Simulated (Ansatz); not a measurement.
## Ti under pressure

Method: DFT PBEsol, scalar-relativistic, plane waves, PAW (Ansatz). Cutoff 420 eV, 18×18×10 k-points (Γ-centred), Fermi-Dirac smearing of 0.15 eV. No spin polarisation. Phonons by linear response, acoustic sum rule imposed.

Relaxed structure:
```xyz
2
Lattice="2.9022 0.0000 0.0000 -1.4511 2.5134 0.0000 0.0000 0.0000 4.6020" Properties=species:S:1:pos:R:3 pbc="T T T"
Ti    0.0000    1.6756    1.1505
Ti    1.4511    0.8378    3.4515
```

In a metal, frequencies and elastic constants depend on the k mesh and the smearing, soft modes and shear constants most.

Question: The cell is relaxed again at 7 and 18 and 35 GPa. How do volume, gap and optical modes at Γ (cm⁻¹, counted from the lowest optical one; a degenerate one stands once) change?

Answer:
```csv
,0 GPa,7 GPa,18 GPa,35 GPa
V/V0,1.000,0.947,0.883,0.811
gap (eV),0.00,0.00,0.00,0.00
mode 1,109,104,92,57
mode 3,208,239,279,328
```

Cost: 4 runs of about 2.6 core-minutes in all, on Intel Xeon 6975P-C (Granite Rapids) (shared hosts).